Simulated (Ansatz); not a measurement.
## Structure relaxation of Cd3Se2

The calculation used Ansatz, DFT PBE, scalar-relativistic, plane waves, PAW. Cutoff 420 eV, Γ-centred k mesh, Gaussian smearing, no spin polarisation in the final step.

The start puts Cd3Se2 on the anti-A-type sesquioxide structure type (P-3m1, No. 164), with Se in place of La, Cd in place of O, at a guessed volume.

```xyz
5
Lattice="4.4791 0.0000 0.0000 -2.2395 3.8790 0.0000 0.0000 0.0000 6.9687" Properties=species:S:1:pos:R:3 pbc="T T T"
Cd    0.0000    0.0000    0.0000
Cd    0.0000    2.5860    4.4948
Cd    2.2395    1.2930    2.4739
Se    0.0000    2.5860    1.7073
Se    2.2395    1.2930    5.2614
```

Cell and atoms relax at zero pressure; the relaxation can't lower the symmetry of the start. After a coarse first stage the cell is made exact in the group found at 0.06 Å.

Formation energies are uncorrected and refer to the elements' standard structures at the same level.

(1) Describe the relaxed structure.

(2) What are its volume, energy, density and gap?

## Answers

(1) It keeps P-3m1 (No. 164), but not the shape of the type it started on. Conventional cell: a = 4.454 Å, c = 9.970 Å. Around Cd on Wyckoff site a (1 atom of the primitive cell) lie 6 Se at 4.09 Å and 12 Cd at 4.45–4.66 Å; Cd on Wyckoff site d (2 atoms of the primitive cell) has 3 Se at 2.67 Å, 1 Se at 2.90 Å and 3 Cd at 3.38 Å; around Se lie 3 Cd at 2.67 Å and 1 Cd at 2.90 Å.

```cif
data_structure
_symmetry_space_group_name_H-M 'P-3m1'
_symmetry_Int_Tables_number 164
_cell_length_a 4.4541
_cell_length_b 4.4541
_cell_length_c 9.9695
_cell_angle_alpha 90.000
_cell_angle_beta 90.000
_cell_angle_gamma 120.000
_cell_volume 171.29
loop_
_atom_site_label
_atom_site_type_symbol
_atom_site_symmetry_multiplicity
_atom_site_Wyckoff_symbol
_atom_site_fract_x
_atom_site_fract_y
_atom_site_fract_z
_atom_site_occupancy
Cd1 Cd 1 a 0.00000 0.00000 0.00000 1
Cd2 Cd 2 d 0.33333 0.66667 0.60992 1
Se1 Se 2 d 0.33333 0.66667 0.31876 1
```

(2) The volume per atom is 34.3 Å³ and the density is 4.8 g/cm³. The energy over the elements is -0.298 eV/atom. The gap on the 12×12×4 mesh is 0.27 eV.

The final run used a 12×12×4 mesh on its 5-atom cell and 0.01 eV smearing. No dispersion correction is applied, so the spacing between layers, chains or molecules is poorly fixed, and with it the volume and density. A structure relaxed within its symmetry needn't be a true minimum.

Cost: 3 runs of about 6.4 core-minutes in all, on Arm Neoverse V2 (shared hosts).